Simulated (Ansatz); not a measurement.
## SiNi: do energies and stresses tell the same story?

Theory: DFT PBEsol, scalar-relativistic, plane waves, PAW (Ansatz).

Settings: cutoff 420 eV, Γ-centred mesh 8×10×6 on the computed 8-atom cell, Gaussian smearing of 0.10 eV; no spin polarisation.

Relaxed cell: Pnma, a = 5.088 Å, b = 3.358 Å, c = 5.528 Å, α = 90.00°, β = 90.00°, γ = 90.00°, 8 atoms in the primitive cell.

Energies at zero smearing and pressures from the stress tensor, at volumes with shape and atoms relaxed:
```tsv
V (Å³/atom)	E − E(first) (meV/atom)	P (GPa)
11.096	0.00	12.91
11.450	-20.75	5.98
11.805	-27.20	0.01
12.159	-21.44	-5.07
12.513	-5.34	-9.35
```

Q: Check P = −dE/dV between neighbouring volumes, and get the bulk modulus from the pressures alone.

A: With 1 eV/Å³ = 160.2 GPa:
| middle V (Å³/atom) | −ΔE/ΔV (GPa) | mean P (GPa) |
| --- | --- | --- |
| 11.273 | 9.390 | 9.443 |
| 11.627 | 2.915 | 2.997 |
| 11.982 | -2.605 | -2.526 |
| 12.336 | -7.285 | -7.210 |

The two differ by 0.08 GPa at most. The mean of two end pressures misses the average over a step by about ΔV² P″/12, up to 0.08 GPa here; with that taken off 0.03 GPa remains. The stress is the derivative of the free energy, not of the energy at zero smearing, and with free energies 0.01 GPa remains. Around V = 11.805 Å³/atom, the two neighbours give B = −V ΔP/ΔV = 11.805 × 11.05 / 0.708 = 184.1 GPa, against B0 = 183.2 GPa from the Birch–Murnaghan fit of the energies.

A ferromagnetic start lost its moments in a first run, so spin was left out; other magnetic orders weren't tried.